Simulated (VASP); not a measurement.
Set up this calculation in VASP 6.6.1, as the native input.

```yaml
Task: electrostatic potential
Functional: LDA
Potentials_or_basis: VASP PAW LDA potentials, release 64 (Ba_sv, Zr_sv, O)
Cutoff: 520 eV
k_mesh: 6 × 6 × 6
Occupations: gaussian, width 0.02 eV
Spin: no spin polarisation
Further_INCAR_settings: ALGO = Normal; EDIFF = 1e-06
```

The structure of BaZrO3 lies in POSCAR:

```
BaZrO3                                  
1.0
    4.1580371094     -0.0000000000      0.0000000000
   -0.0000000000      4.1580371094      0.0000000000
   -0.0000000000     -0.0000000000      4.1580371094
  Ba              Zr              O             
     1     1     3
Direct
     0.0000000000000000    0.0000000000000000    0.0000000000000000
     0.5000000000000000    0.5000000000000000    0.5000000000000000
     0.5000000000000000    0.5000000000000000    0.0000000000000000
     0.0000000000000000    0.5000000000000000    0.5000000000000000
     0.5000000000000000    0.0000000000000000    0.5000000000000000
```

The cell was built by a generator and needn't be a form met in nature.

The input as run:

INCAR

```
SYSTEM = BaZrO3
PREC     = Accurate       ! precision mode
ENCUT    = 520            ! plane-wave cutoff, eV
EDIFF    = 1E-6           ! SCF threshold, eV
ISMEAR   = 0              ! smearing method
SIGMA    = 0.02           ! smearing width, eV
LREAL    = .FALSE.        ! projectors in reciprocal space
LASPH    = .TRUE.         ! aspherical terms in the spheres
NELM     = 100            ! most SCF steps
ALGO     = Normal         ! electronic algorithm
ISIF     = 2              ! what is computed and relaxed
LWAVE    = .FALSE.        ! write WAVECAR
LCHARG   = .TRUE.         ! write CHGCAR
LVHAR    = .TRUE.       
KPAR     = 2
```

KPOINTS

```
Automatic mesh
0
G
  6 6 6
  0 0 0
```

Potentials or basis: VASP PAW LDA potentials, release 64 (Ba_sv, Zr_sv, O).

Command:

```console
$ cat potpaw_LDA.64/Ba_sv/POTCAR potpaw_LDA.64/Zr_sv/POTCAR potpaw_LDA.64/O/POTCAR > POTCAR
$ mpirun -np 2 vasp_std > vasp.out
```

It gave:

| Property | Result |
| --- | --- |
| Pressure | 0.1 GPa |
| Band gap on the k mesh | 3.12 eV, indirect (least direct gap 3.31 eV) |

Caveat: spin-orbit coupling is left out, which moves the levels of the heavy elements.

Run time: 22 s on 2 MPI ranks on AMD EPYC 7R13 Processor (Zen 3), with other jobs on the host, peak memory 0.15 GiB a rank.
